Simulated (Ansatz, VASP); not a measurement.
HfO2 in VASP and in Ansatz

INCAR

```
SYSTEM = HfO2
PREC = Accurate
ENCUT = 520
EDIFF = 1E-6
ISMEAR = 0
SIGMA = 0.05
LREAL = .FALSE.
LASPH = .TRUE.
NELM = 100
ALGO = Normal
ISIF = 2
LWAVE = .FALSE.
LCHARG = .FALSE.
GGA = PE
NBANDS = 18
```

Contents of KPOINTS:

```
Automatic mesh
0
G
  8 8 8
  0 0 0
```

POSCAR

```
HfO2
1.0
    0.0000000000      2.5488057606      2.5488057606
    2.5488057606      0.0000000000      2.5488057606
    2.5488057606      2.5488057606      0.0000000000
Hf O
1 2
Direct
    0.0000000000      0.0000000000      0.0000000000
    0.2622606440      0.2377393560      0.2622606440
    0.7622606440      0.7377393560      0.7622606440
```

Input for Ansatz:

```yaml
crystal:
  lattice:
    - [0.0, 2.5488057606, 2.5488057606]
    - [2.5488057606, 0.0, 2.5488057606]
    - [2.5488057606, 2.5488057606, 0.0]
  atoms:
    - { symbol: Hf, position: [0.0, 0.0, 0.0] }
    - { symbol: O, position: [0.262260644, 0.237739356, 0.262260644] }
    - { symbol: O, position: [0.762260644, 0.737739356, 0.762260644] }
basis:
  ecutwfc: 420
kpoints:
  mp_grid: { grid: [8, 8, 8] }
hamiltonian:
  xc: pbe
scf:
  occupations: { method: gaussian, width: 0.05 }
output:
  forces: true
  stress: true
  eigenvalues: true
```

Change from the starting cell: all O atoms moved +0.062 Å, as atom 2 along Cartesian [0 1 0].

Alike in both runs: task single point; functional PBE; k mesh 8 × 8 × 8; occupations gaussian, width 0.05 eV; no spin polarisation.

|  | VASP | Ansatz |
| --- | --- | --- |
| version | VASP 6.6.1 | Ansatz 0.2.0 |
| potentials or method | VASP PAW PBE potentials, release 64 (Hf_pv, O) | scalar-relativistic, plane waves, PAW |
| plane-wave cutoff (eV) | 520 | 420 |
| valence electrons in the cell | 22 | 38 |

|  | VASP | Ansatz | Ansatz less VASP |
| --- | --- | --- | --- |
| gap on the k mesh at the Fermi level (eV) | 3.76 | 3.75 | -0.008 |
| least direct gap on the mesh (eV) | 3.76 | 3.75 | -0.008 |
| pressure (GPa) | -3.2 | 0.4 | +3.61 |
| rms of the force components (eV/Å) | 0.116 | 0.123 | +0.0078 |

Atom by atom the forces differ by 0.008 eV/Å (rms over components). The functional is the same, so the differences come from potentials, cutoffs and numerics. The two sets of potentials don't hold the same shells in valence.

Caveats: spin-orbit coupling is left out, which moves the levels of the heavy elements. A k mesh can miss the band edges.
